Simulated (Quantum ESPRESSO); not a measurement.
# CuO: equation of state with LDA

Crystal: CuO.

```
CELL_PARAMETERS angstrom
1.99097 -2.15355 0.00000
1.99097 2.15355 0.00000
0.00000 0.00000 5.15593
ATOMIC_POSITIONS crystal
Cu 0.50000 0.00000 0.00000
Cu 0.00000 0.50000 0.50000
O 0.50000 0.50000 0.25000
O 0.50000 0.50000 0.75000
```

Measurements of this composition are mostly on another form, of space group No. 15.

| Property | Result |
| --- | --- |
| Program | Quantum ESPRESSO 7.5 |
| Task | equation of state |
| Functional | LDA |
| Potentials or basis | GBRV 1.5 LDA |
| Cutoff | 762 eV |
| Density cutoff | 6095 eV |
| k mesh | 9 × 9 × 5 |
| Occupations | fermi-dirac, width 0.05 eV |
| Spin | no spin polarisation |
| Form of the LDA correlation | PZ81 |
| Mixing beta | 0.5 |
| Most SCF iterations | 120 |
| SCF threshold | 8e-10 Ry |

The equilibrium volume is 10.35 Å³/atom (rough: see the caveat). The bulk modulus at fixed shape and positions is 194 GPa (rough).

Energy against volume, from the lowest point:
```csv
volume (Å³/atom),energy (meV/atom)
10.390,0.00
10.611,3.83
10.832,12.62
11.053,25.78
11.274,42.82
11.496,63.29
11.717,86.77
```

All runs of the series together: 6.5 min on 2 threads of Intel(R) Xeon(R) 6975P-C (Granite Rapids), with other jobs on the host.

Caveat: the minimum lies outside the volumes run; the cell was scaled at fixed shape and fractional positions, which overstates the stiffness of a crystal with free parameters, most of all of layers and chains; the run has no spin polarisation, though such a crystal can be magnetic.
